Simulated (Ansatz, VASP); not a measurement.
Two plane-wave programs on NaCl

```
Na Cl
1.0
     0.00000    2.83175    2.83175
     2.83175    0.00000    2.83175
     2.83175    2.83175    0.00000
Na Cl
1 1
Direct
  0.00000 0.00000 0.00000
  0.50000 0.50000 0.50000
```

Alike in both runs: task relaxation of cell and atoms; functional PBE; dispersion D3(BJ); k mesh 8 × 8 × 8; occupations gaussian, width 0.02 eV; no spin polarisation.

|  | VASP | Ansatz |
| --- | --- | --- |
| version | VASP 6.6.1 | Ansatz 0.2.0 |
| potentials or method | VASP PAW PBE potentials, release 64 (Na_pv, Cl) | scalar-relativistic, plane waves, PAW |
| plane-wave cutoff (eV) | 600 | 420 |
| valence electrons in the cell | 14 | 16 |

VASP gave:

- gap on the k mesh at the Fermi level, each at its own relaxed structure (eV): 5.23
- relaxed volume (Å³/atom): 21.72
- relaxed cell length with the largest relative difference (Å): 3.946
- energy change over the relaxation (meV/atom): -4

Q: What did Ansatz give for the same quantities?

A: gap on the k mesh at the Fermi level, each at its own relaxed structure (eV): 5.24; relaxed volume (Å³/atom): 21.67; relaxed cell length with the largest relative difference (Å): 3.942; energy change over the relaxation (meV/atom): -4.

The two sets of potentials don't hold the same shells in valence.

PBE gaps usually lie below the measured ones, often by a third to a half.
